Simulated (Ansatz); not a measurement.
**A computed series for BaSnO3: pressure series**

The parent structure is BaSnO3 in the cubic perovskite structure (space group Pm-3m, No. 221; a = 4.1760 Å).

Cell and atoms are relaxed at each pressure.

All numbers come from PBE (Ansatz, a quantum-chemistry and plane-wave program), without spin-orbit coupling.

```
pressure (GPa)  volume per atom (Å³/atom)
--------------  -------------------------
-1                                 14.677
0                                  14.565
0.9                                14.469
2.1                                14.347
4.5                                     ?
9                                  13.743
15                                 13.317
22.5                               12.871
30                                 12.493
```

Q: Fit the third-order Birch–Murnaghan form P(V) = (3B₀/2)[(V₀/V)^(7/3) − (V₀/V)^(5/3)]·[1 + (3/4)(B₀′ − 4)((V₀/V)^(2/3) − 1)] (squares taken in P) to the rows shown and predict the withheld row.

A: Least squares on the printed values gives V₀ = 14.565 Å³/atom, B₀ = 135 GPa, B₀′ = 4.8; this predicts 14.121 Å³/atom, and the run gives 14.120 Å³/atom, in agreement.

Load acts through the strain it causes; cell and atoms are relaxed under it. Stability against distortions was not tested. Competing high-pressure phases were not computed.
